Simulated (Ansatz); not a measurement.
Consider CdF2 in the fluorite structure (space group Fm-3m, No. 225; a = 5.384 Å).

Method: PBEsol (Ansatz, a first-principles code, PAW, no SOC).

```
level   band gap
------  --------
PBEsol   2.94 eV
```

Measured: band gap 7.8 eV (temperature not stated; as listed in Giancarlo Cappellini et al., Physical Review B (2013)).

Computed minus measured — band gap: PBEsol -4.86 eV. Measured values not marked as corrected hold thermal and zero-point effects that the static-lattice runs lack. A measured gap can be an optical one, lowered by exciton binding. Levels without spin-orbit coupling miss its effect on the gap.

Stability against distortions was not tested.
